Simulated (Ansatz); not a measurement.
Ansatz input

```yaml
crystal:
  lattice:
    - [2.410953939, 0.0, 0.0]
    - [-1.2054769695, 2.0879473585, 0.0]
    - [0.0, 0.0, 3.8130209863]
  atoms:
    - { symbol: Fe, position: [0.3333333333, 0.6666666667, 0.25] }
    - { symbol: Fe, position: [0.6666666667, 0.3333333333, 0.75] }
hamiltonian:
  xc: rpbe
  pseudopotentials:
    kind: paw
    azcp:
      Fe: "pseudopotentials/Fe.paw.azcp"
basis:
  ecutwfc: 420
  fft_grid_basis: typed
kpoints:
  mp_grid: { grid: [16, 16, 9], shift: [0, 0, 0] }
magnetization:
  spin_polarized: false
scf:
  occupations: { method: fermi_dirac, width: 0.1 }
  lower_state_search: "off"
output:
  stress: true
```

Output

```
Engine: ansatz 0.2.0, x86_64-unknown-linux-gnu
Pseudopotentials: kind: paw
Pseudopotential: Fe, paw, valence charge 16, recommended cutoff 420 eV (normal) 
Functional definition: RPBE
  parameter kappa = 0.804
  parameter beta = 0.06672455060314922
  exchange = rpbe_x(kappa = kappa, mu = beta*pi^2/3)
  correlation = pbe_c(beta = beta)
Crystal: 2 atoms, lattice volume = 19.195 Å³
Basis set: ecut = 420 eV, 379 PW (Γ)
Bands: 20, of which v1, the nominal top of the filled ones, is band 16 counted from 1 (15 counted from 0)
Symmetry: 24 space group operations
Space group: P63/mmc (ITA 194), of the structure as read, at distance tolerance 2.7e-5 Å
k-points: 150 of 2304
Non-local potential: Fe, projectors of the file, l = 0: 3, l = 1: 2, l = 2: 3, l = 3: 1
PAW form: soft (Blöchl's): semilocal exchange-correlation on the pseudo side does not see the compensation charge
PAW frozen core: Fe, regenerated for the run's functional, and the local potential with it (the file was generated under x = pbe(κ = 0.804, μ = 0.2195149727645171), c = pbe(β = 0.06672455060314922))
PAW one-centre angular grid: Fe, 590 points (default); XC on 64 Gauss nodes
Initial density: superposition of atomic densities (neutral atoms: chi_scale 0, normalization atom), corrected by the library's trained network
Initial wavefunctions: pseudopotential atomic-orbital guess
Functional: x = rpbe, c = pbe(β = 0.06672455060314922)
SCF iter   1: F=—  HF=-8970.136019 eV  |F-HF|=—  |Δ(HF+E_count)|=         —  Δρ=4.99e-3  dr2=1.18e-3  ethr=1.77e-3  ⟨swp⟩=5.2  Hψ=25433  notcnv=0  defer=80
automatic band count: the SCF goes on with 24 bands, as 20 were too few: the levels above may hold too much charge
SCF iter   2: F=—  HF=-8970.136744 eV  |F-HF|=—  |Δ(HF+E_count)|=   7.25e-4  Δρ=3.01e-3  dr2=4.68e-4  ethr=3.70e-6  ⟨swp⟩=2.2  Hψ=7092  notcnv=0  defer=91
SCF iter   3: F=—  HF=-8970.137058 eV  |F-HF|=—  |Δ(HF+E_count)|=   3.14e-4  Δρ=2.33e-4  dr2=5.46e-6  ethr=1.46e-6  ⟨swp⟩=2.4  Hψ=5258  notcnv=0  defer=91
SCF iter   4: F=—  HF=-8970.137055 eV  |F-HF|=—  |Δ(HF+E_count)|=   3.20e-6  Δρ=1.20e-4  dr2=1.29e-6  ethr=1.71e-8  ⟨swp⟩=2.1  Hψ=5879  notcnv=0  defer=91
SCF iter   5: F=—  HF=-8970.137055 eV  |F-HF|=—  |Δ(HF+E_count)|=   9.50e-8  Δρ=1.98e-5  dr2=1.84e-8  ethr=4.02e-9  ⟨swp⟩=2.2  Hψ=4422  notcnv=0  defer=91
SCF iter   6: F=-8970.137055 eV  HF=-8970.137055 eV  |F-HF|=2.44e-10  |Δ(HF+E_count)|=   2.74e-8  Δρ=2.48e-6  dr2=2.81e-10  ethr=5.76e-11  ⟨swp⟩=4.9  Hψ=12018  notcnv=0
SCF 1 converged in 6 iterations: F = -8970.137055 eV  dr2 = 2.81e-10
SCF converged after 6 iterations
Free energy (F): -8970.137055 eV
Harris-Foulkes:  -8970.137055 eV  (|F-HF|=2.44e-10)
Internal energy: -8970.061862 eV  (E = F + TS)
E sigma→0 (E₀):  -8970.099458 eV
Entropy (-TS):   -0.075194 eV (-37.597 meV/atom)
Fermi energy:    22.769713 eV
--- Per-component energies (eV) ---
  E_band       = -304.899167
  E_kinetic    = 715.175577
  E_local      = -3699.659303  (includes V_loc(G=0)·N_el)
  E_nonlocal   = 423.488254
  E_hartree    = 1577.274606
  E_xc         = -240.821170
  E_vxc        = -310.150320  (∫ρ·V_xc dr)
  E_paw        = -2736.262415  (= ΣΔE_a)
  E_vpaw       = -588.305235  (= ΣTr[D̂ρ^β])
  E_aug_tail   = 0.002202  (compensation charges beyond the density's cutoff)
  E_ewald      = -5009.163374
  E_core_change = -0.096238  (= ΣΔE_core)
  E_smearing   = -0.075194  (= −TS)
  E_closure    = 0.000000  (closes the sum)
  Σ components = -8970.137055   (vs F -8970.137055, Δ=0.00e0)
--- Stress (GPa, compression-positive) ---
       26.781951       0.000000       0.000000
        0.000000      26.781951      -0.000000
        0.000000      -0.000000      27.859797
  P = ⅓ Tr σ = 27.1412 GPa (271.412 kbar)
```

Command:

```sh
ansatz run input.yaml --threads 2 --pin off --max-ram 5120MiB --backend cpu --events-out ev --progress --plain --runs-dir out
```

On 2 threads of Intel(R) Xeon(R) Platinum 8259CL CPU @ 2.50GHz (Skylake/Cascade Lake) (shared host) this took about 2.3 s of wall time and 4 s of CPU time.
